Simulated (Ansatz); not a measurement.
How far is PAW off for Zn?

```
Zn
1.0
     2.61436    0.00000    0.00000
    -1.30718    2.26410    0.00000
     0.00000    0.00000    4.87316
Zn
2
Direct
  0.33333 0.66667 0.25000
  0.66667 0.33333 0.75000
```

Atoms are numbered in the order listed.

Structure from Materials Project entry mp-79 (possibly hypothetical), not relaxed further.

Methods: DFT, PBEsol, PAW with Ansatz's default frozen-core files, scalar-relativistic (Ansatz 0.2.0); DFT, PBEsol, all-electron PAW with datasets made for the crystal, scalar-relativistic (Ansatz 0.2.0); DFT, PBEsol, all-electron LAPW, scalar-relativistic (Ansatz 0.2.0).

For PAW: a Γ-centred 18×18×9 k mesh, Fermi–Dirac smearing of 0.03 eV, cutoff 420 eV, no spin polarisation; the PAW files were made with PBE, and the program remakes their frozen cores for this functional. The crystal-made all-electron datasets (AE datasets) take a cutoff of 280 eV at this cell. LAPW targets a basis error of 0.5 meV/atom. The Ansatz runs share mesh, smearing and spin set-up. Plane-wave (PAW) pressures include the program's estimate of the Pulay term.

Stress and pressure are positive in compression.

In a metal, gradients converge slowly with the k mesh: the values move by tens of per cent from one mesh to another, at times in sign, so only the comparison on one mesh counts.

Levels count from the Fermi level.

```json
{"quantity": "pressure (GPa)", "PAW": "-1.36", "AE datasets": "-1.34", "LAPW": "-1.34"}
{"quantity": "stress xx (GPa)", "PAW": "-2.21", "AE datasets": "-2.19", "LAPW": "-2.19"}
{"quantity": "stress zz (GPa)", "PAW": "0.34", "AE datasets": "0.34", "LAPW": "0.34"}
{"quantity": "highest filled level at K (eV)", "PAW": "-0.021", "AE datasets": "-0.021", "LAPW": "-0.021"}
{"quantity": "lowest empty level at K (eV)", "PAW": "4.962", "AE datasets": "4.962", "LAPW": "4.962"}
{"quantity": "highest filled level at Γ (eV)", "PAW": "-3.162", "AE datasets": "-3.161", "LAPW": "-3.161"}
{"quantity": "lowest empty level at Γ (eV)", "PAW": "13.715", "AE datasets": "13.726", "LAPW": "13.726"}
{"quantity": "highest filled level at A (eV)", "PAW": "-7.343", "AE datasets": "-7.330", "LAPW": "-7.331"}
{"quantity": "lowest empty level at A (eV)", "PAW": "4.526", "AE datasets": "4.526", "LAPW": "4.526"}
{"quantity": "field gradient Vzz at Zn1 (10²¹ V/m²)", "PAW": "3.61", "AE datasets": "3.60", "LAPW": "–"}
```
